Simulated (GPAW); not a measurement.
# CdS (Hawleyite) (F-43m) in GPAW: single point with PBE

Aim: the single point of CdS (Hawleyite) with PBE.

Program: GPAW 26.7.0. These are calculated values, not measurements. Logs are shortened: lines on timing, memory, paths and dates and some standing lists are left out, and cuts for length are marked. The log counts tension as positive stress, the text compression.

## 1. The crystal as given

The structure is cubic, space group F-43m (No. 216). The conventional cell has a = 5.833 Å, b = 5.833 Å, c = 5.833 Å, α = 90.00°, β = 90.00°, γ = 90.00°. Cd (site symmetry -43m) has 4 S at 2.53 Å as nearest neighbours. S (site symmetry -43m) is surrounded by 4 Cd at 2.53 Å.

## 2. Single point, PBE

Input file run.py:

```python
from ase.dft.bandgap import bandgap
from ase.io import read, write
from ase.units import GPa
from gpaw import GPAW, PW

atoms = read('CdS.cif')

calc = GPAW(mode=PW(250),
            xc='PBE',
            kpts={'size': (6, 6, 6), 'gamma': True},
            occupations={'name': 'fermi-dirac', 'width': 0.05},
            nbands=18,
            convergence={'density': 1e-05, 'energy': 1e-05},
            maxiter=80,
            txt='gpaw.txt')
atoms.calc = calc
energy = atoms.get_potential_energy()
forces = atoms.get_forces()
stress = atoms.get_stress()
calc.write('gs.gpw')
write('result.traj', atoms)
print(f'Energy: {energy:.6f} eV')
print('Forces (eV/A):')
print(forces.round(4))
print('Stress (GPa):', (stress / GPa).round(3))
print('Fermi level:', round(calc.get_fermi_level(), 4), 'eV')
print(f'Gap: {bandgap(calc)[0]:.4f} eV, direct: {bandgap(calc, direct=True)[0]:.4f} eV')
```

Input file CdS.cif:

```cif
data_CdS
_cell_length_a 4.12455385
_cell_length_b 4.12455385
_cell_length_c 4.12455385
_cell_angle_alpha 60.00000000
_cell_angle_beta 60.00000000
_cell_angle_gamma 60.00000000
_space_group_name_H-M_alt 'P1'
_space_group_name_Hall 'P 1'
_space_group_IT_number 1
loop_
_space_group_symop_operation_xyz
'x,y,z'
loop_
_atom_site_label
_atom_site_type_symbol
_atom_site_symmetry_multiplicity
_atom_site_Wyckoff_symbol
_atom_site_fract_x
_atom_site_fract_y
_atom_site_fract_z
_atom_site_occupancy
Cd1 Cd 1 a 0.0000000000 0.0000000000 0.0000000000 1
S1 S 1 a 0.7500000000 0.7500000000 0.7500000000 1
```

Potentials or basis: GPAW PAW data sets (gpaw-data 1.2.1), pw.

Launch:

```sh
> OMP_NUM_THREADS=1 python run.py
```

gpaw.txt:

```text
__  _  _
 | _ |_)|_||  |
 |__||  | ||/\| - 26.7.0

Input parameters:
  mode=PW(ecut=250.0),
  convergence={'density': 1e-05, 'energy': 1e-05},
  kpts=MonkhorstPack(size=(6, 6, 6), gamma=True),
  maxiter=80,
  nbands=18,
  occupations=Occupations(name='fermi-dirac', width=0.05),
  xc=XC(name='PBE')

Diagonalizing LCAO Hamiltonian
Converting LCAO to pw mode

                         S

       Cd

Atoms  # Å, Bohr magnetons
|   | symbol |        x |        y |        z |    initial magnetic moments |
|---|--------|----------|----------|----------|-----------------------------|
| 0 |     Cd | 0.000000 | 0.000000 | 0.000000 | ( 0.0000,  0.0000,  0.0000) |
| 1 |      S | 6.186831 | 3.571968 | 2.525763 | ( 0.0000,  0.0000,  0.0000) |

Unit cell  # Å
| periodic |        x |        y |        z |  lengths |    angles |
|----------|----------|----------|----------|----------|-----------|
|      yes | 4.124554 | 0.000000 | 0.000000 | 4.124554 | 60.000000 |
|      yes | 2.062277 | 3.571968 | 0.000000 | 4.124554 | 60.000000 |
|      yes | 2.062277 | 1.190656 | 3.367684 | 4.124554 | 60.000000 |

Number of symmetries: 24
Symmetry operations  # r_c * U_cc + t_c -> r_c
|    | kind |            matrix            |
|----|------|------------------------------|
|  0 |  E   |  1, 0, 0,  0, 1, 0,  0, 0, 1 |
|  1 |  σ   |  1, 0, 0,  0, 0, 1,  0, 1, 0 |
|  2 |  σ   |  1, 0,-1,  0, 1,-1,  0, 0,-1 |
|  3 |  C3  |  1, 0,-1,  0, 0,-1,  0, 1,-1 |
|  4 |  C3  |  1,-1, 0,  0,-1, 1,  0,-1, 0 |
|  5 |  σ   |  1,-1, 0,  0,-1, 0,  0,-1, 1 |
|  6 |  σ   |  0, 1, 0,  1, 0, 0,  0, 0, 1 |
|  7 |  C3  |  0, 1, 0,  0, 0, 1,  1, 0, 0 |
|  8 |  C2  |  0, 1,-1,  1, 0,-1,  0, 0,-1 |
|  9 |  S4  |  0, 1,-1,  0, 0,-1,  1, 0,-1 |
| 10 |  C3  |  0, 0, 1,  1, 0, 0,  0, 1, 0 |
| 11 |  σ   |  0, 0, 1,  0, 1, 0,  1, 0, 0 |
| 12 |  S4  |  0, 0,-1,  1, 0,-1,  0, 1,-1 |
| 13 |  C3  |  0, 0,-1,  0, 1,-1,  1, 0,-1 |
| 14 |  S4  |  0,-1, 1,  1,-1, 0,  0,-1, 0 |
| 15 |  C2  |  0,-1, 1,  0,-1, 0,  1,-1, 0 |
| 16 |  C3  |  0,-1, 0,  1,-1, 0,  0,-1, 1 |
| 17 |  S4  |  0,-1, 0,  0,-1, 1,  1,-1, 0 |
| 18 |  S4  | -1, 1, 0, -1, 0, 1, -1, 0, 0 |
| 19 |  C3  | -1, 1, 0, -1, 0, 0, -1, 0, 1 |
| 20 |  C3  | -1, 0, 1, -1, 1, 0, -1, 0, 0 |
| 21 |  S4  | -1, 0, 1, -1, 0, 0, -1, 1, 0 |
| 22 |  σ   | -1, 0, 0, -1, 1, 0, -1, 0, 1 |
| 23 |  C2  | -1, 0, 0, -1, 0, 1, -1, 1, 0 |

BZ-sampling:
  Number of BZ points: 216
  Number of IBZ points: 16

  Monkhorst-Pack size: [6, 6, 6]
  Monkhorst-Pack shift: [0.08333333333333333, 0.08333333333333333, 0.08333333333333333]

K-points  # in reciprocal-cell coordinates
|     |                                coordinates |     weight |
|-----|--------------------------------------------|------------|
|   0 | (  0.00000000,   0.00000000,   0.00000000) | 0.00462963 |
|   1 | (  0.16666667,   0.16666667,   0.00000000) | 0.02777778 |
|   2 | (  0.16666667,   0.16666667,   0.16666667) | 0.03703704 |
|   3 | (  0.33333333,   0.16666667,   0.16666667) | 0.05555556 |
|   4 | (  0.33333333,   0.33333333,  -0.33333333) | 0.05555556 |
|   5 | (  0.33333333,   0.33333333,   0.00000000) | 0.02777778 |
|   6 | (  0.33333333,   0.33333333,   0.16666667) | 0.11111111 |
|   7 | (  0.33333333,   0.33333333,   0.33333333) | 0.03703704 |
|   8 | (  0.50000000,   0.33333333,  -0.33333333) | 0.11111111 |
|   9 | (  0.50000000,   0.33333333,  -0.16666667) | 0.05555556 |
| ... |                                            |            |
|  15 | (  0.50000000,   0.50000000,   0.50000000) | 0.01851852 |

Plane wave coefficients: 459
Cutoff: 250.0 eV

Spin-components: 1 (collinear spins)
Bands:           18
Projectors:      11
Spin-degeneracy: 2
Datatype:        complex128

Parallelization:
  kpt:    1
  domain: 1
  band:   1

Density:
  Valence electrons: 18.0
  Components: 1
  Grid points: [16 16 16]
  Charge: 0.0  # |e|

Potential:
  Grid points: [16 16 16]

species:
  Cd:
    name:    Cadmium
    Z:       48.0
    valence: 12
    core:    36
    charge:  0.0  # [|e|]
    compensation charges:
      type: gauss
      rc: 0.38  # [Å]
      lmax: 2
    cutoffs:
      filter: 2.12  # [Å]
      core: 2.62  # [Å]
    projectors
    | kind |    occ | energy [eV] | rcut [Å] |
    |------|--------|-------------|----------|
    |   5s |  2.000 |      -5.655 |    1.191 |
    |   5p |  0.000 |      -1.186 |    1.228 |
    |   4d | 10.000 |     -11.739 |    1.164 |
    |    s |        |      21.556 |    1.191 |
    |    p |        |      26.026 |    1.228 |
    |    d |        |      15.473 |    1.164 |

    Using partial waves for Cd as LCAO basis

  S:
    name:    Sulfur
    Z:       16.0
    valence: 6
    core:    10
    charge:  0.0  # [|e|]
    compensation charges:
      type: gauss
      rc: 0.24  # [Å]
      lmax: 2
    cutoffs:
      filter: 1.77  # [Å]
      core: 1.66  # [Å]
    projectors
    | kind |    occ | energy [eV] | rcut [Å] |
    |------|--------|-------------|----------|
    |   3s |  2.000 |     -17.254 |    0.974 |
    |   3p |  4.000 |      -7.008 |    0.979 |
    |    s |        |       9.957 |    0.974 |
    |    p |        |      20.203 |    0.979 |
    |    d |        |       0.000 |    0.900 |

    Using partial waves for S as LCAO basis

Reference energy: -163030.738234  # eV

eigensolver:
  PPCG
  Converge bands: occupied
  niter=2

density mixing:
  MSR1-Mixer
  Pratt-step length: 0.05
  Maximum mixing coefficient: 0.75
  Old densities: 10
  SVD Regularization: 0.005
  Good broyden scale: 1.0
  Trust region scale: 1.0
  Backstep threshold: 4.0
  History deletion threshold: 6.0
  Fourier metric: weight=20.0, sigma=0.015

occupation numbers:
  Fermi-Dirac:
    width: 0.0500  # eV

poisson solver:
  ecut: 2000.0  # eV

xc functional:
  name: PBE with 2 nearest neighbor stencil

convergence criteria:
- Maximum integral of absolute [dens]ity change: 1e-05 electrons / valence electron
- Maximum [total energy] change in last 3 cyles: 1e-05 eV / valence electron
- Maximum integral of absolute [eigenst]ate change: 4e-08 eV^2 / valence electron
maximum number of iterations: 80

SCF iterations
|iter     | |      energy | eigst |  dens |
|---------|-|-------------|-------|-------|
|iter:   1| |   -6.264832 | -0.32 |       |
|iter:   2| |   -6.153487 | -2.26 | -1.11 |
|iter:   3| |   -5.747966 | -1.74 | -1.15 |
|iter:   4| |   -5.743359 | -3.48 | -1.70 |
|iter:   5| |   -5.742491 | -4.05 | -2.16 |
|iter:   6| |   -5.742563 | -5.30 | -2.74 |
|iter:   7| |   -5.742571c| -6.57 | -3.38 |
|iter:   8| |   -5.742571c| -8.09c| -4.48 |
|iter:   9| |   -5.742571c| -8.23c| -5.01c|

Converged in 9 steps
Energy contributions relative to reference atoms: (reference = -163030.738234)

Energy contributions:
  Kinetic:          28.204842
  Coulomb:         -26.205766
  Zero:              0.792113
  External:          0.000000
  Xc:               -8.533759
  Entropy:          -0.000000
  Spinorbit:         0.000000
  ----------------------------
  Free energy:      -5.742571
  Extrapolated:     -5.742571

dipole moment: (-23.176259, -13.380819, -9.461668)  # |e|*Ang

Fermi level: 4.201
Eigenvalues  # (at kpt = [0.000, 0.000, 0.000])
| band index |      eig [eV] | occ [0-2] |
|------------|---------------|-----------|
|          0 |        -8.787 |     2.000 |
|          1 |        -4.028 |     2.000 |
|          2 |        -4.028 |     2.000 |
|          3 |        -4.028 |     2.000 |
|          4 |        -3.527 |     2.000 |
|          5 |        -3.527 |     2.000 |
|          6 |         3.628 |     2.000 |
|          7 |         3.628 |     2.000 |
|          8 |         3.628 |     2.000 |
|          9 |         4.715 |     0.000 |
|         10 |        10.099 |     0.000 |
|         11 |        10.099 |     0.000 |
|         12 |        10.099 |     0.000 |
|         13 |        15.028 |     0.000 |
|         14 |        15.028 |     0.000 |
|         15 |        15.028 |     0.000 |
|         16 |        16.902 |     0.000 |
|         17 |        16.902 |     0.000 |

Gap: 1.086 eV
Transition (v -> c):
  (s=0, k=0, n=8, [0.00, 0.00, 0.00]) -> (s=0, k=0, n=9, [0.00, 0.00, 0.00])
No difference between direct/indirect transitions

Forces  # eV/Ang
|        x |       y |        z |
|----------|---------|----------|
| -0.00000 | 0.00000 | -0.00000 |  # Cd   0
|  0.00000 | 0.00000 |  0.00000 |  # S    1

Stress tensor  # eV/Ang^3
|         x |         y |         z |
|-----------|-----------|-----------|
| -0.013938 |  0.000000 |  0.000000 |
|  0.000000 | -0.013938 |  0.000000 |
|  0.000000 |  0.000000 | -0.013938 |

# Writing to gs.gpw (mode='')
```

It took 3.8 s on 1 thread of Arm Neoverse V1, shared host; peak memory 0.12 GiB.

These settings aren't checked as converged: the numbers below hold their error.

Results:

| Property | Result |
| --- | --- |
| Free energy | -5.7426 eV |
| Pressure | 2.2 GPa |
| Band gap on the k mesh | 1.09 eV, direct |

Caveat: the cutoff is short for stress and forces, so pressures can be off by a GPa or more.
